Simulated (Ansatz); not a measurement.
LiF: what symmetry allows forces and stress to be

```yaml
crystal:
  lattice:
    - [0.00000, 2.01400, 2.01400]
    - [2.01400, 0.00000, 2.01400]
    - [2.01400, 2.01400, 0.00000]
  atoms:
    - { symbol: Li, position: [0.00000, 0.00000, 0.00000] }
    - { symbol: F, position: [0.52234, 0.47766, 0.52234] }
```

The calculation used DFT PBEsol, scalar-relativistic, plane waves, PAW in Ansatz.

Settings: cutoff 420 eV, Γ-centred mesh 10×10×10 on the computed 2-atom cell, Gaussian smearing of 0.02 eV; no spin polarisation.

This distorted cell has space group I4mm, with 8 operations.

**Question.** Without a calculation: in which directions can each atom feel a force?

**Answer.** A force must be left unchanged by every operation that keeps its atom in place, so it lies in the space that those operations leave fixed. Atoms that the group maps onto each other feel forces of one size.
```
atom site symmetry operations at the site equivalent to atom allowed force (Cartesian)
 Li1            4mm                       8                   1   along (0.00, 1.00, 0.00)
  F2            4mm                       8                   2   along (0.00, 1.00, 0.00)
```

That leaves 2 independent force components of 6, tied by 1 condition that the forces sum to zero, so 1 remains. A relaxation in this cell that keeps the symmetry moves the atoms in these directions alone.

**Question.** And the stress tensor?

**Answer.** It must be invariant under the point group, which leaves 2 independent components: yz, xz, xy vanish; xx = zz.

**Question.** Do the computed values obey this?

**Answer.** Yes. Forces (eV/Å):
```
Li1  0.000  0.150  0.000
F2   0.000 -0.150  0.000
```

Stress (GPa, compression positive, xx yy zz yz xz xy): -1.12 0.04 -1.12 0.00 0.00 0.00. The program imposes the same operations on density, forces and stress, so this confirms the analysis and is no independent test of the calculation.